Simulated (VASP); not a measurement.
**C: phonons with PBE+D3(BJ)**

C, a slab with vacuum:

```
C
1.0
     2.46555    0.00000    0.00000
    -1.23278    2.13523    0.00000
     0.00000    0.00000   25.80307
C
6
Direct
  0.00000 0.00000 0.36870
  0.66667 0.33333 0.36869
  0.00000 0.00000 0.50000
  0.33333 0.66667 0.50000
  0.00000 0.00000 0.63130
  0.66667 0.33333 0.63131
```

The slab is cut from a database's or a generator's crystal, which needn't be the stable form of the element.

```json
{
  "Program": "VASP 6.6.1",
  "Task": "phonons",
  "Functional": "PBE",
  "Dispersion": "D3(BJ)",
  "Potentials or basis": "VASP PAW PBE potentials, release 64 (C)",
  "Cutoff": "600 eV",
  "k mesh": "48 × 48 × 1",
  "Occupations": "gaussian, width 0.1 eV",
  "Spin": "no spin polarisation",
  "By perturbation theory": "no",
  "Further INCAR settings": "ALGO = Fast; EDIFF = 1e-08; IBRION = 6; POTIM = 0.015; NSW = 1"
}
```

```
Highest phonon frequency at Γ : 1566 cm⁻¹
Dispersion energy per atom    : -0.130 eV
```

Phonon frequencies in cm⁻¹ (negative: imaginary):
```csv
q point,frequencies
"(0.000, 0.000, 0.000)",-1 -1 0 23 23 36 36 59 104 867 870 870 1560 1560 1561 1561 1566 1566
```

Wall time 62 min on 8 MPI ranks on Intel(R) Xeon(R) Platinum 8259CL CPU @ 2.50GHz (Skylake/Cascade Lake), on a shared host, peak memory 3.6 GiB a rank.
